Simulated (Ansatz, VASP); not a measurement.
## One calculation of PbSe, two programs

Contents of INCAR:

```
PREC = Accurate
ENCUT = 520
EDIFF = 1E-7
ISMEAR = -1
SIGMA = 0.05
LREAL = F
LASPH = T
NELM = 80
ALGO = Normal
ISIF = 2
LWAVE = F
LCHARG = F
GGA = PS
NBANDS = 17
```

Contents of KPOINTS:

```
regular mesh
0
Gamma
  7 7 7
```

POSCAR

```
PbSe
1.0
    3.7331762438      0.0000000000      0.0000000000
    0.0000000000      3.7331762438      0.0000000000
    0.0000000000      0.0000000000      3.7331762438
Pb Se
1 1
Direct
    0.0000000000      0.0000000000      0.0000000000
    0.5000000000      0.5000000000      0.5000000000
```

Contents of input.yaml:

```yaml
crystal:
  lattice:
    - [3.7331762438, 0.0, 0.0]
    - [0.0, 3.7331762438, 0.0]
    - [0.0, 0.0, 3.7331762438]
  atoms:
    - { symbol: Pb, position: [0.0, 0.0, 0.0] }
    - { symbol: Se, position: [0.5, 0.5, 0.5] }
hamiltonian:
  xc: pbesol
  pseudopotentials: { kind: paw }
kpoints:
  mp_grid: { grid: [7, 7, 7] }
scf:
  occupations: { method: fermi_dirac, width: 0.05 }
output:
  forces: true
  stress: true
  eigenvalues: true
```

Measurements of this composition are mostly on another form, of space group No. 225.

Alike in both runs: task single point; functional PBEsol; k mesh 7 × 7 × 7; occupations fermi-dirac, width 0.05 eV; no spin polarisation.

```csv
,VASP,Ansatz
version,VASP 6.6.1,Ansatz 0.2.0
potentials or method,"VASP PAW PBE potentials, release 64 (Pb_d, Se)",Ansatz PAW
plane-wave cutoff (eV),520,420
valence electrons in the cell,20,30
```

|  | VASP | Ansatz | Ansatz less VASP |
| --- | --- | --- | --- |
| gap on the k mesh at the Fermi level (eV) | none | none | - |
| pressure (GPa) | -1.3 | -1.3 | -0.01 |

A gap of «none» marks a metal or a gap that the smearing closes. The functional is the same, so the differences come from potentials, cutoffs and numerics. The two sets of potentials don't hold the same shells in valence.

Caveats: the PAW data sets were made with another functional, which shifts forces and pressure a little (VASP); the PAW data sets come from PBE, with cores solved anew for the run's functional, which leaves a small shift of forces and pressure (Ansatz). Spin-orbit coupling is left out, which matters for the levels of Pb.
